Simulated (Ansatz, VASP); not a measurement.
One calculation of ZnO, two programs

```
CELL_PARAMETERS angstrom
1.50879 0.87110 2.46384
-1.50879 0.87110 2.46384
0.00000 -1.74221 2.46384
ATOMIC_POSITIONS crystal
Zn 0.00000 0.00000 0.00000
O 0.50000 0.50000 0.50000
```

Alike in both runs: functional r2SCAN; k mesh 12 × 12 × 12; occupations gaussian, width 0.02 eV; no spin polarisation.

Ansatz relaxed the structure, and its values are those at the end. VASP's run is a single point on that final structure, the one shown.

|  | VASP | Ansatz |
| --- | --- | --- |
| version | VASP 6.6.1 | Ansatz 0.2.0 |
| potentials or method | VASP PAW PBE potentials, release 64 (Zn, O) | scalar-relativistic, plane waves, PAW |
| plane-wave cutoff (eV) | 520 | 500 |
| valence electrons in the cell | 18 | 18 |

Ansatz gave:

| Property | Result |
| --- | --- |
| gap on the k mesh at the Fermi level (eV) | 1.57 |
| least direct gap on the mesh (eV) | 3.01 |
| pressure (GPa) | 0.0 |

Problem. Estimate VASP's values.

Solution. gap on the k mesh at the Fermi level (eV): 1.55; least direct gap on the mesh (eV): 2.98; pressure (GPa): 1.5.

The functional is the same, so the differences come from potentials, cutoffs and numerics.

Caveats: the PAW data sets were made with another functional, which shifts forces and pressure a little (VASP). A k mesh can miss the band edges.
